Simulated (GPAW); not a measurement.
# TePb (Fm-3m) in GPAW: further runs, part 2 of 2

GPAW 26.7.0.

## Step 3: Single point, LDA

run.py reads:

```python
from ase import Atoms
from ase.dft.bandgap import bandgap
from ase.io import write
from ase.units import GPa
from gpaw import GPAW, PW

atoms = Atoms(['Pb', 'Te'],
              cell=[[0.0, 3.231, 3.231],
                    [3.231, 0.0, 3.231],
                    [3.231, 3.231, 0.0]],
              scaled_positions=[[0.0, 0.0, 0.0],
                                [0.5, 0.5, 0.5]],
              pbc=True)

calc = GPAW(mode=PW(450),
            xc='LDA',
            kpts={'size': (6, 6, 6), 'gamma': True},
            occupations={'name': 'fermi-dirac', 'width': 0.05},
            setups={'Te': '16'},
            nbands=-9,
            convergence={'density': 1e-05, 'energy': 1e-05},
            maxiter=80,
            txt='gpaw.txt')
atoms.calc = calc
energy = atoms.get_potential_energy()
forces = atoms.get_forces()
stress = atoms.get_stress()
calc.write('gs.gpw')
write('result.traj', atoms)
print(f'Energy: {energy:.6f} eV')
print('Forces (eV/A):')
print(forces.round(4))
print('Stress (GPa):', (stress / GPa).round(3))
print('Fermi level:', round(calc.get_fermi_level(), 4), 'eV')
print(f'Gap: {bandgap(calc)[0]:.4f} eV, direct: {bandgap(calc, direct=True)[0]:.4f} eV')
```

Potentials or basis: the program's PAW data sets (release 1.2.1) made for this functional, other valence, pw.

Started as:

```
$ OMP_NUM_THREADS=1 python run.py
```

It took 13 s on 1 thread of Arm Neoverse V1, shared host; peak memory 0.15 GiB.

The run converged. Its results:

```
Free energy            : -8.9479 eV
Pressure               : -2.7 GPa
Band gap on the k mesh : 0.58 eV, direct
```

Levels at points of the mesh, in eV from the valence-band top:
| k point | band 13 | band 14 | band 15 | band 16 | band 17 | band 18 |
| --- | --- | --- | --- | --- | --- | --- |
| (0.00, 0.00, 0.00) | -1.36 | -1.36 | -1.36 | 4.00 | 4.00 | 4.00 |
| (0.50, 0.50, 0.00) | -4.52 | -2.82 | -2.82 | 3.15 | 5.38 | 5.38 |
| (0.50, 0.50, 0.50) | -0.88 | -0.88 | 0.00 | 0.58 | 1.10 | 1.10 |

Caveat: the cutoff is short for stress and forces, so pressures can be off by a GPa or more; spin-orbit coupling is left out, which as a rule narrows the gap of such compounds by several tenths of an eV.

## Step 4: Single point, PBE

run.py, as its differences from that of step 3:

```diff
@@ -14,6 +14,6 @@
 
-calc = GPAW(mode=PW(450),
-            xc='LDA',
+calc = GPAW(mode=PW(500),
+            xc='PBE',
             kpts={'size': (6, 6, 6), 'gamma': True},
-            occupations={'name': 'fermi-dirac', 'width': 0.05},
+            occupations={'name': 'fermi-dirac', 'width': 0.01},
             setups={'Te': '16'},
@@ -21,3 +21,3 @@
             convergence={'density': 1e-05, 'energy': 1e-05},
-            maxiter=80,
+            maxiter=150,
             txt='gpaw.txt')
```

Potentials or basis: GPAW PAW data sets (gpaw-data 1.2.1), other valence, pw.

Started as:

```
$ OMP_NUM_THREADS=1 python run.py
```

gpaw.txt:

```text
__  _  _
 | _ |_)|_||  |
 |__||  | ||/\| - 26.7.0

Input parameters:
  mode=PW(ecut=500.0),
  convergence={'density': 1e-05, 'energy': 1e-05},
  kpts=MonkhorstPack(size=(6, 6, 6), gamma=True),
  maxiter=150,
  nbands=-9,
  occupations=Occupations(name='fermi-dirac', width=0.01),
  setups={'Te': '16'},
  xc=XC(name='PBE')

Diagonalizing LCAO Hamiltonian
Converting LCAO to pw mode

                 Te

       Pb

Atoms  # Å, Bohr magnetons
|   | symbol |        x |        y |        z |    initial magnetic moments |
|---|--------|----------|----------|----------|-----------------------------|
| 0 |     Pb | 0.000000 | 0.000000 | 0.000000 | ( 0.0000,  0.0000,  0.0000) |
| 1 |     Te | 3.231000 | 3.231000 | 3.231000 | ( 0.0000,  0.0000,  0.0000) |

Unit cell  # Å
| periodic |        x |        y |        z |  lengths |    angles |
|----------|----------|----------|----------|----------|-----------|
|      yes | 0.000000 | 3.231000 | 3.231000 | 4.569324 | 60.000000 |
|      yes | 3.231000 | 0.000000 | 3.231000 | 4.569324 | 60.000000 |
[... 198 lines left out ...]
Energy contributions:
  Kinetic:          18.684834
  Coulomb:         -18.731397
  Zero:             -0.097343
  External:          0.000000
  Xc:               -7.539886
  Entropy:          -0.000000
  Spinorbit:         0.000000
  ----------------------------
  Free energy:      -7.683793
  Extrapolated:     -7.683793

dipole moment: (-27.305445, -27.305445, -27.305445)  # |e|*Ang

Fermi level: 6.138
Eigenvalues  # (at kpt = [0.000, 0.000, 0.000])
| band index |      eig [eV] | occ [0-2] |
|------------|---------------|-----------|
|          0 |       -30.492 |     2.000 |
|        ... |               |           |
|          7 |       -11.037 |     2.000 |
|          8 |       -11.037 |     2.000 |
|          9 |       -11.037 |     2.000 |
|         10 |        -6.328 |     2.000 |
|         11 |         0.145 |     2.000 |
|         12 |         4.311 |     2.000 |
[... 9 lines left out ...]
|         22 |        13.401 |     0.000 |
|         23 |        13.405 |     0.000 |

Gap: 0.653 eV
Transition (v -> c):
  (s=0, k=15, n=14, [0.50, 0.50, 0.50]) -> (s=0, k=15, n=15, [0.50, 0.50, 0.50])
No difference between direct/indirect transitions

Forces  # eV/Ang
|        x |        y |        z |
|----------|----------|----------|
| -0.00000 |  0.00000 |  0.00000 |  # Pb   0
|  0.00000 | -0.00000 | -0.00000 |  # Te   1

Stress tensor  # eV/Ang^3
|         x |         y |         z |
|-----------|-----------|-----------|
| -0.008664 |  0.000000 |  0.000000 |
|  0.000000 | -0.008664 |  0.000000 |
|  0.000000 |  0.000000 | -0.008664 |

# Writing to gs.gpw (mode='')
```

Run time: 15 s. Hardware: 1 thread of Intel Xeon Platinum 8375C at 2.90GHz (Ice Lake), shared host; peak memory 0.15 GiB.

Results:

- Free energy: -7.6838 eV
- Pressure: 1.4 GPa
- Band gap on the k mesh: 0.65 eV, direct

Caveat: the cutoff is short for stress and forces, so pressures can be off by a GPa or more; spin-orbit coupling is left out, which as a rule narrows the gap of such compounds by several tenths of an eV.

## Step 5: Summary

```tsv
level	potentials or basis	cutoff (eV)	smearing	maxiter	data set	gap on the mesh (eV)	pressure (GPa)
PBE	GPAW PAW data sets (gpaw-data 1.2.1), pw	500	fermi-dirac 0.05 eV	80	-	0.69	1.7
LDA	the program's PAW data sets (release 1.2.1) made for this functional, other valence, pw	450	fermi-dirac 0.05 eV	80	Te 16	0.58	-2.7
PBE	GPAW PAW data sets (gpaw-data 1.2.1), other valence, pw	500	fermi-dirac 0.01 eV	150	Te 16	0.65	1.4
```

Alike in all rows: task single point; no spin polarisation; cell as given; k mesh 6 × 6 × 6.

Caveats: the cutoff is short for stress and forces, so pressures can be off by a GPa or more; spin-orbit coupling is left out, which as a rule narrows the gap of such compounds by several tenths of an eV.

Total energies depend on the potentials used, so only differences within one code and one set of settings carry meaning.

## Step 6: Against experiment

Step 2. A measured gap of TePb is 0.19 eV (direct; 4.2 K; a printed reference work, monograph); the calculated 0.69 eV misses it by +0.50 eV. Spin-orbit coupling on Pb, Te is left out. The value is that of PBE on a finite k mesh, which can miss the band edges, without temperature or zero-point motion.

Step 3. A measured gap of TePb is 0.19 eV (direct; 4.2 K; a printed reference work, monograph); the calculated 0.58 eV misses it by +0.39 eV. Spin-orbit coupling on Pb, Te is left out. The value is that of LDA on a finite k mesh, which can miss the band edges, without temperature or zero-point motion.

Step 4. Against the measured gap of TePb, 0.19 eV (direct; 4.2 K; a printed reference work, monograph), the calculated 0.65 eV is off by +0.46 eV. Spin-orbit coupling on Pb, Te is left out. The value is that of PBE on a finite k mesh, which can miss the band edges, without temperature or zero-point motion.
